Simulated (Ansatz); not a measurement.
Worked example: the enthalpy of C3H6 + C2H3IO → C2H3I + C3H6O

Gas-phase species: C3H6 `C=CC`, singlet; C2H3IO (acetyl iodide) `CC(=O)I`, singlet; C2H3I (vinyl iodide) `C=CI`, singlet; C3H6O (acetone) `CC(C)=O`, singlet. The partners trade CH3 for I; both sit on C, so the bond types are kept.

Shapes, held fixed at every level: PBE0-D4/def2-TZVP. Programs: Ansatz 0.2.0. The zero-point and thermal terms to 298 K, harmonic and unscaled (PBE0-D4/def2-TZVP), stand in the table.

At MP2/def2-TZVPP; 1 Eh = 2625.50 kJ/mol:

```
species  energy (Eh)  H(298 K) − E (kJ/mol)  tabulated ΔfH (kJ/mol)
   C3H6  -117.627611                  222.5                   +20.4
 C2H3IO  -450.126934                  137.4                  -126.4
  C2H3I  -374.965469                  122.0                  +130.6
  C3H6O  -192.779294                  236.2                  -216.1
```

Task: Work out the reaction enthalpy at 298 K from the calculation and from the table of heats.

Result: 
1. Electronic: (-374.965469) + (-192.779294) − [(-117.627611) + (-450.126934)] = 0.009782 Eh = +25.7 kJ/mol.
2. Zero-point and thermal: (122.0) + (236.2) − [(222.5) + (137.4)] = -1.7 kJ/mol.
3. Computed ΔH = +24.0 kJ/mol.
4. From the heats of formation (Active Thermochemical Tables, CRC Handbook of Chemistry and Physics): (130.6) + (-216.1) − [(20.4) + (-126.4)] = +20.5 kJ/mol.
5. Computed less tabulated: +3.5 kJ/mol. Tabulated heats carry uncertainties of their own.

For atoms past krypton def2 sets carry core potentials with scalar relativity. Outer-core shells of I are correlated, in sets that cover them unevenly.
